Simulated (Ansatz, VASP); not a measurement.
Two plane-wave programs on HfN

The input INCAR:

```
  PREC = Accurate
  ENCUT = 520
  EDIFF = 1E-6
  ISMEAR = 0
  SIGMA = 0.15
  LREAL = False
  LASPH = True
  NELM = 100
  ALGO = Normal
  ISIF = 2
  LWAVE = False
  LCHARG = False
  GGA = PS
  NBANDS = 14
```

The input KPOINTS:

```
Automatic mesh
0
Gamma
  18 18 18
```

Contents of POSCAR:

```
HfN
1.0
    0.0000000000      2.2985325000      2.2590000000
    2.2985325000      0.0000000000      2.2590000000
    2.2985325000      2.2985325000      0.0000000000
Hf N
1 1
Direct
    0.0000000000      0.0000000000      0.0000000000
    0.5000000000      0.5000000000      0.5000000000
```

Input for Ansatz:

```yaml
crystal:
  lattice:
    - [0.0, 2.2985325, 2.259]
    - [2.2985325, 0.0, 2.259]
    - [2.2985325, 2.2985325, 0.0]
  atoms:
    - { symbol: Hf, position: [0.0, 0.0, 0.0] }
    - { symbol: "N", position: [0.5, 0.5, 0.5] }
basis:
  ecutwfc: 420
kpoints:
  mp_grid: { grid: [18, 18, 18] }
hamiltonian:
  xc: pbesol
scf:
  occupations: { method: gaussian, width: 0.15 }
output:
  forces: true
  stress: true
  eigenvalues: true
```

Change from the starting cell: strain +0.0175 x Voigt [1, 1, 0, 0, 0, 0], atoms carried along.

Alike in both runs: task single point; functional PBEsol; k mesh 18 × 18 × 18; occupations gaussian, width 0.15 eV; no spin polarisation.

|  | VASP | Ansatz |
| --- | --- | --- |
| version | VASP 6.6.1 | Ansatz 0.2.0 |
| potentials or method | VASP PAW PBE potentials, release 64 (Hf_pv, N) | scalar-relativistic, plane waves, PAW |
| plane-wave cutoff (eV) | 520 | 420 |
| valence electrons in the cell | 15 | 31 |

Ansatz gave:

```
gap on the k mesh at the Fermi level (eV)       : none
pressure (GPa)                                  : -11.6
largest component of the traceless stress (GPa) : 4.76
```

Task: Estimate VASP's values.

Result: gap on the k mesh at the Fermi level (eV): none; pressure (GPa): -13.7; largest component of the traceless stress (GPa): 4.70.

A gap of «none» marks a metal or a gap that the smearing closes. The two sets of potentials don't hold the same shells in valence.

Caveats: the PAW data sets were made with another functional, which shifts forces and pressure a little (VASP). The runs have no spin-orbit coupling, so splittings on Hf are missing.
